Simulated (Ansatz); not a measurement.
## InSe: random displacements

Computed with DFT PBE, scalar-relativistic, plane waves, PAW in Ansatz 0.2.0. Cutoff 420 eV, Γ-centred 12×12×4 k-points, Gaussian smearing of 0.15 eV. No spin polarisation. Energies are free energies at this smearing, counted from the undisturbed cell; pressure is positive in compression.

Zero of the scan (as given, not relaxed at this level):

```
CELL_PARAMETERS angstrom
4.05000 0.00000 0.00000
-2.02500 3.50740 0.00000
0.00000 0.00000 16.93000
ATOMIC_POSITIONS crystal
In 0.33333 0.66667 0.15700
In 0.66667 0.33333 0.65700
In 0.33333 0.66667 0.34300
In 0.66667 0.33333 0.84300
Se 0.33333 0.66667 0.60200
Se 0.66667 0.33333 0.10200
Se 0.33333 0.66667 0.89800
Se 0.66667 0.33333 0.39800
```

The cell holds layers and no dispersion correction was added, so their binding is poorly described.

The atoms are displaced (Å, in the unstrained cell):

| atom | ux | uy | uz |
| --- | --- | --- | --- |
| In1 | 0.024 | -0.056 | -0.047 |
| In2 | -0.021 | 0.027 | 0.052 |
| In3 | 0.007 | -0.007 | 0.042 |
| In4 | 0.007 | 0.075 | -0.074 |
| Se5 | 0.052 | 0.066 | -0.067 |
| Se6 | -0.026 | -0.014 | 0.088 |
| Se7 | -0.023 | -0.028 | 0.040 |
| Se8 | -0.020 | -0.064 | -0.036 |

Strain (Voigt, engineering shear): (-0.0109, 0.0023, -0.0108, 0.0104, -0.0213, -0.0096).

(1) What are the energy change, the stress and the forces?

## Answers

(1) ΔE = 45.7 meV/atom; stress (xx, yy, zz, yz, xz, xy; compression positive) (12.94, 11.25, 2.69, 1.04, 1.27, -0.55) GPa.
| atom | Fx (eV/Å) | Fy | Fz |
| --- | --- | --- | --- |
| In1 | -0.31 | 0.62 | 3.58 |
| In2 | 0.66 | 0.03 | 2.19 |
| In3 | -0.35 | -0.38 | -3.40 |
| In4 | -0.65 | -0.84 | -2.31 |
| Se5 | -0.72 | -0.03 | -1.61 |
| Se6 | 0.26 | -0.59 | -2.66 |
| Se7 | 0.72 | 0.83 | 1.74 |
| Se8 | 0.41 | 0.36 | 2.47 |

Cost: 1 run of about 3 core-minutes, on Intel Xeon 6975P-C (Granite Rapids) (shared hosts).